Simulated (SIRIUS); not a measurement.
Ag in SIRIUS: convergence with gk cutoff

Input of the first run (gk cutoff 1.91 1/bohr); the others differ in this setting and in those tied to it:

sirius.json

```json
{
  "control": {
    "processing_unit": "cpu",
    "std_evp_solver_name": "lapack",
    "gen_evp_solver_name": "lapack",
    "verbosity": 2,
    "print_forces": true,
    "ortho_rf": true,
    "use_second_variation": true,
    "rmt_max": 3.0,
    "num_bands_to_print": 18,
    "save_wf": true
  },
  "parameters": {
    "electronic_structure_method": "full_potential_lapwlo",
    "xc_functionals": ["XC_GGA_X_PBE_SOL", "XC_GGA_C_PBE_SOL"],
    "core_relativity": "dirac",
    "valence_relativity": "iora",
    "num_fv_states": 18,
    "smearing": "fermi_dirac",
    "smearing_width": 0.0018374661,
    "pw_cutoff": 20,
    "gk_cutoff": 1.91,
    "lmax_apw": 10,
    "lmax_rho": 8,
    "lmax_pot": 8,
    "num_mag_dims": 0,
    "auto_rmt": 0,
    "ngridk": [11, 11, 11],
    "shiftk": [0, 0, 0],
    "num_dft_iter": 80,
    "energy_tol": 1e-07,
    "density_tol": 1e-05,
    "use_symmetry": true
  },
  "settings": {"tol_ne": 1e-10},
  "iterative_solver": {"type": "exact"},
  "mixer": {"type": "anderson", "beta": 0.5, "max_history": 8},
  "unit_cell": {
    "lattice_vectors": [
      [-3.1287326171, 3.1287326171, 3.1287326171],
      [3.1287326171, -3.1287326171, 3.1287326171],
      [3.1287326171, 3.1287326171, -3.1287326171]
    ],
    "atom_types": ["Ag"],
    "atom_files": {"Ag": "Ag.json"},
    "atoms": {"Ag": [[0.0, 0.0, 0.0]]}
  }
}
```

Ag.json

```json
{
  "name": "silver",
  "symbol": "Ag",
  "number": 47,
  "mass": 107.8682,
  "rmin": 1e-06,
  "rmt": 2.54,
  "nrmt": 800,
  "rinf": 15.52,
  "core": "1s2s2p3s3p3d",
  "valence": [
    {"basis": [{"enu": 0.05, "dme": 0, "n": 0, "auto": 0}, {"enu": 0.05, "dme": 1, "n": 0, "auto": 0}]},
    {"l": 0, "n": 1, "basis": [{"enu": 0.15, "dme": 0, "n": 0, "auto": 0}]},
    {"l": 1, "n": 2, "basis": [{"enu": 0.15, "dme": 0, "n": 0, "auto": 0}]},
    {"l": 2, "n": 3, "basis": [{"enu": 0.1451, "dme": 0, "n": 0, "auto": 0}]},
    {"l": 3, "n": 4, "basis": [{"enu": 0.15, "dme": 0, "n": 0, "auto": 0}]}
  ],
  "lo": [
    {"l": 0, "basis": [{"enu": 0.15, "dme": 0, "n": 0, "auto": 0}, {"enu": 0.15, "dme": 1, "n": 0, "auto": 0}]},
    {
      "l": 0,
      "basis": [{"enu": -3.1597, "dme": 0, "n": 4, "auto": 1}, {"enu": -3.1597, "dme": 1, "n": 4, "auto": 1}]
    },
    {
      "l": 0,
      "basis": [{"enu": -3.1597, "dme": 1, "n": 4, "auto": 1}, {"enu": 0.15, "dme": 0, "n": 0, "auto": 0}]
    },
    {"l": 0, "basis": [{"enu": 0.15, "dme": 0, "n": 0, "auto": 0}, {"enu": 2.63, "dme": 0, "n": 0, "auto": 0}]},
    {"l": 1, "basis": [{"enu": 0.15, "dme": 0, "n": 0, "auto": 0}, {"enu": 0.15, "dme": 1, "n": 0, "auto": 0}]},
    {
      "l": 1,
      "basis": [{"enu": -1.8295, "dme": 0, "n": 4, "auto": 1}, {"enu": -1.8295, "dme": 1, "n": 4, "auto": 1}]
    },
    {
      "l": 1,
      "basis": [{"enu": -1.8295, "dme": 1, "n": 4, "auto": 1}, {"enu": 0.15, "dme": 0, "n": 0, "auto": 0}]
    },
    {"l": 1, "basis": [{"enu": 0.15, "dme": 0, "n": 0, "auto": 0}, {"enu": 3.002, "dme": 0, "n": 0, "auto": 0}]},
    {
      "l": 2,
      "basis": [{"enu": 0.1451, "dme": 0, "n": 0, "auto": 0}, {"enu": 0.1451, "dme": 1, "n": 0, "auto": 0}]
    },
    {
      "l": 2,
      "basis": [{"enu": 0.1451, "dme": 1, "n": 0, "auto": 0}, {"enu": 0.1451, "dme": 2, "n": 0, "auto": 0}]
    },
    {
      "l": 2,
      "basis": [{"enu": 0.1451, "dme": 0, "n": 0, "auto": 0}, {"enu": 2.5631, "dme": 0, "n": 0, "auto": 0}]
    },
    {"l": 3, "basis": [{"enu": 0.15, "dme": 0, "n": 0, "auto": 0}, {"enu": 0.15, "dme": 1, "n": 0, "auto": 0}]},
    {"l": 3, "basis": [{"enu": 0.15, "dme": 0, "n": 0, "auto": 0}, {"enu": 2.847, "dme": 0, "n": 0, "auto": 0}]}
  ],
  "free_atom": [... radial grid and density of the free atom, the start of the SCF ...]
}
```

Potentials or basis: all-electron FP-LAPW, apw+lo standard.

The run is started by

```sh
$ OMP_NUM_THREADS=1 sirius.scf --input=sirius.json --output=output.json
```

This isn't the form of Ag at room conditions, which is fcc.

Hardware: 1 thread of AMD EPYC 9R45 96-Core Processor (Zen 5), with other jobs on the host.

```tsv
gk cutoff	energy less the tightest run, at zero smearing (meV/atom)	SCF cycles	CPU time (s)	peak memory (GiB)
1.91 1/bohr	5121.78	9	11	0.27
2.25 1/bohr	1954.98	8	14	0.28
2.6 1/bohr	634.85	8	14	0.28
2.94 1/bohr	190.66	8	14	0.29
3.29 1/bohr	47.92	8	15	0.3
3.64 1/bohr	9.70	7	15	0.34
3.98 1/bohr	0.00	7	17	0.39
```

Not settled before the last step: the energy (to 1 meV/atom). The tightest run that finished is the yardstick and may itself not be fully converged.
